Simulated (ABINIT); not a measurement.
# Ag in ABINIT: the effect of target pressure

Crystal: Ag.

```xyz
1
Lattice="0.0000 2.0427 2.0427 2.0427 0.0000 2.0427 2.0427 2.0427 0.0000" Properties=species:S:1:pos:R:3 pbc="T T T"
Ag    0.0000    0.0000    0.0000
```

Alike in all runs:

```yaml
Program: ABINIT 10.8.3 (patched build)
Task: relaxation of cell and atoms
Functional: PBE
Potentials_or_basis: JTH PAW PBE v2.0
Cutoff: 463 eV
k_mesh: 11 × 11 × 11
Occupations: fermi-dirac, width 0.05 eV
Spin: no spin polarisation
```

Each run relaxes the cell or the atoms first.

| target pressure | relaxed volume (Å³/atom) |
| --- | --- |
| 0 GPa | 17.83 |
| 5 GPa | 16.99 |
| 10 GPa | 16.36 |
| 20 GPa | 15.43 |
| 30 GPa | ? |

Task: What does the run with target pressure 30 GPa give?

Result: Relaxed volume 14.75 Å³/atom.

Worked out: In Murnaghan's law V^(-B') rises as a straight line in P. The other rows fit best with B' = 5.5, V0 = 17.83 Å³/atom and B0 = 91 GPa, which gives 14.77 Å³/atom at 30 GPa, against the run's 14.75.
